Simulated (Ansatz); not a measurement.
## Ionic part of the dielectric constant of NiO2, mode by mode

These are results of DFT PBE, scalar-relativistic, plane waves, PAW in Ansatz 0.2.0, not measurements. Cutoff 420 eV, 12×12×12 k-points (Γ-centred), fixed occupations. No spin polarisation. Phonons by linear response, acoustic sum rule imposed.

Space group R-3m (No. 166), trigonal, a = 2.821 Å, c = 16.090 Å. Around Ni lie 6 O at 1.88 Å; O is surrounded by 3 Ni at 1.88 Å.

It was relaxed at this level from a cell as deposited in COD. No dispersion correction is applied, so modes and constants that involve weak contacts between layers, chains or molecules come out too soft.

The primitive cell has V = 36.97 Å³ and ε∞,xx = 12.846. Each polar mode adds Δε = (4.92064×10⁷/V)·S/ν² along x, with S its oscillator strength in e²/amu, ν in cm⁻¹ and V in Å³.

Task: From these modes, find each Δε and ε0,xx.
| ν (cm⁻¹) | S_xx (e²/amu) |
| --- | --- |
| 549.32 | 0.6964 |

Result:
```tsv
ν (cm⁻¹)	Δε
549.32	3.07
```

The sum is 3.07, so ε0,xx = 15.92; the run's tensor has 15.92.

Task: Where do the longitudinal modes lie for a wave vector along x?

Result: At 611.48 cm⁻¹. The Lyddane–Sachs–Teller product Π(ν_LO/ν_TO)² = 1.24 agrees with ε0/ε∞ = 1.24.
